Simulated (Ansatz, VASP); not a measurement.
# Two plane-wave programs on Au

```
Au
1.0
     0.00000    2.07745    2.07745
     2.07745    0.00000    2.07745
     2.07745    2.07745    0.00000
Au
1
Direct
  0.00000 0.00000 0.00000
```

Alike in both runs: functional PBE; k mesh 7 × 7 × 7; no spin polarisation.

Ansatz relaxed the structure, and its values are those at the end. VASP's run is a single point on that final structure, the one shown.

```csv
,VASP,Ansatz
version,VASP 6.6.1,Ansatz 0.2.0
potentials or method,"VASP PAW PBE potentials, release 64 (Au)","plane waves, PAW"
plane-wave cutoff (eV),520,490
occupations,"fermi-dirac, width 0.1 eV",fermi-dirac
valence electrons in the cell,11,19
```

|  | VASP | Ansatz | Ansatz less VASP |
| --- | --- | --- | --- |
| pressure (GPa) | -0.3 | 0.0 | +0.24 |

The two sets of potentials don't hold the same shells in valence.

Caveats: the k mesh is coarse (spacing up to 0.37 Å⁻¹), so the values aren't converged. The runs have no spin-orbit coupling, so splittings on Au are missing.
